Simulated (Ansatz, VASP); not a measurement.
**Two plane-wave programs on WSe2**

```xyz
6
Lattice="3.3887 0.0000 0.0000 -1.6943 2.9347 0.0000 0.0000 0.0000 12.9700" Properties=species:S:1:pos:R:3 pbc="T T T"
W     0.0000    1.9565    3.2425
W     1.6943    0.9782    9.7275
Se    0.0000    1.9565    8.0544
Se    1.6943    0.9782    1.5694
Se    0.0000    1.9565   11.4006
Se    1.6943    0.9782    4.9156
```

Change from the starting cell: equal xx and yy strain of +3 %, PAW files.

Alike in both runs: task electric field gradients; functional PBEsol; k mesh 11 × 11 × 3; occupations fermi-dirac, width 0.08 eV; no spin polarisation.

|  | VASP | Ansatz |
| --- | --- | --- |
| version | VASP 6.6.1 | Ansatz 0.2.0 |
| potentials or method | VASP PAW PBE potentials, release 64 (W_sv, Se) | PAW with Ansatz's default frozen-core files, scalar-relativistic |
| plane-wave cutoff (eV) | 520 | 420 |
| valence electrons in the cell | 52 | 92 |

```csv
,VASP,Ansatz,Ansatz less VASP
pressure (GPa),-7.7,-8.0,-0.31
largest component of the traceless stress (GPa),2.59,2.52,-0.069
rms of the force components (eV/Å),0.307,0.330,+0.0221
Vzz of the field gradient on the site that differs most (V/Å²),-157.5,-180.4,-22.94
```

Atom by atom the forces differ by 0.022 eV/Å (rms over components). The two sets of potentials don't hold the same shells in valence. Ansatz warned: «gradients_without_spin_orbit».

Caveats: the PAW data sets were made with another functional, which shifts forces and pressure a little (VASP); this functional lacks dispersion, which binds the layers, so the pressure and a relaxed spacing across them are unreliable. A k mesh can miss the band edges.
